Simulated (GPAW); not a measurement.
Records of electronic-structure calculations.

### Quasiparticle gap of LiF (Griceite) in GPAW

It takes space group Fm-3m (No. 225, cubic). The conventional cell has a = 4.028 Å, b = 4.028 Å, c = 4.028 Å, α = 90.00°, β = 90.00°, γ = 90.00°. Nearest to Li lie 6 F at 2.01 Å. F has 6 Li at 2.01 Å nearest. Farther neighbours and most contacts between anions are not listed.

```xyz
2
Lattice="0.0000 2.0140 2.0140 2.0140 0.0000 2.0140 2.0140 2.0140 0.0000" Properties=species:S:1:pos:R:3 pbc="T T T"
Li    0.0000    0.0000    0.0000
F     2.0140    2.0140    2.0140
```

* method: DFT, PBE, plane waves, PAW (and 1 further level or step)
* program: GPAW 26.7.0
* settings of one run: cutoff 600 eV, GPAW PAW setups 1.2.1 data release, 8×8×8 k-mesh, nbands 95
* cost: 4 runs, 2.3 min in all on 4 MPI ranks of Arm Neoverse V1, shared host (the runs of this entry)
* notes: The cell and positions come from the Crystallography Open Database and are kept as given unless a step says otherwise. Bands and cutoff are finite, so the gap is not at the basis limit. The miss can reach some tenths of an eV and take either sign; the mesh is an error of its own.
* PBE gap: 9.07 eV, indirect (only 2 meV under the direct gap)
* G0W0 gap on the mesh: 13.30 eV
* GW settings: 8×8×8 mesh, 85 bands, screening to 175 eV, Godby-Needs plasmon pole
* known limits: not at the basis limit

G0W0 moves the gap on the mesh from 9.07 eV to 13.30 eV (+4.23 eV), with Z of 0.82 and 0.89 at the edges. Only 1 of the mesh's irreducible points was corrected, so a valley elsewhere could overtake.

[Paths, hosts, dates, memory and timing lines, banners, echoed tables and standing remarks are left out of the program output.]

[Logs are printed without paths, hosts, clocks, repeated set-up lines and the standing remarks that a program may print on its own settings, such as how far it seeks lower states.]

[Runs of the session that timed out or met a known fault of the program may be left out.]

[Hosts, paths, dates, database ids (printed as entryN), source tags and the programs' standing remarks are cut or masked in the printed files.]
